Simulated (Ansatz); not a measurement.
# How far is PAW off for Co?

```yaml
crystal:
  lattice:
    - [0.00000, 2.53929, 2.53929]
    - [2.53929, 0.00000, 2.53929]
    - [2.53929, 2.53929, 0.00000]
  atoms:
    - { symbol: Co, position: [0.00000, 0.00000, 0.00000] }
    - { symbol: Co, position: [0.25000, 0.25000, 0.25000] }
```

Atom numbers follow the list: Co1, Co2.

The structure comes from a relaxation in the same program, started in the diamond type, and has space group Fd-3m. Whether it is a known phase or the ground state wasn't checked.

Other magnetic orders may lie lower; this is the state that the run reached.

Methods: DFT, PBE, PAW with Ansatz's default frozen-core files, scalar-relativistic (Ansatz 0.2.0); DFT, PBE, all-electron LAPW, scalar-relativistic (Ansatz 0.2.0).

For PAW: a Γ-centred 12×12×12 k mesh, Fermi–Dirac smearing of 0.05 eV, cutoff 420 eV, spin-polarised from start moments Co1 2, Co2 2 μB. LAPW targets a basis error of 0.5 meV/atom. The Ansatz runs share mesh, smearing and spin set-up. Plane-wave (PAW) pressures include the program's estimate of the Pulay term.

Stress and pressure are positive in compression.

Levels count from the Fermi level.

PAW results:

```tsv
quantity	PAW
pressure (GPa)	0.01
moment of the cell (μB)	3.454
highest filled spin-up level at U (eV)	-0.378
lowest empty spin-up level at U (eV)	1.200
highest filled spin-up level at X (eV)	-0.538
lowest empty spin-up level at X (eV)	1.188
```

Problem. What does LAPW (all electrons) give for the same quantities?

Solution. 
```json
{"quantity": "pressure (GPa)", "LAPW": "0.03"}
{"quantity": "moment of the cell (μB)", "LAPW": "3.456"}
{"quantity": "highest filled spin-up level at U (eV)", "LAPW": "-0.383"}
{"quantity": "lowest empty spin-up level at U (eV)", "LAPW": "1.199"}
{"quantity": "highest filled spin-up level at X (eV)", "LAPW": "-0.540"}
{"quantity": "lowest empty spin-up level at X (eV)", "LAPW": "1.184"}
```
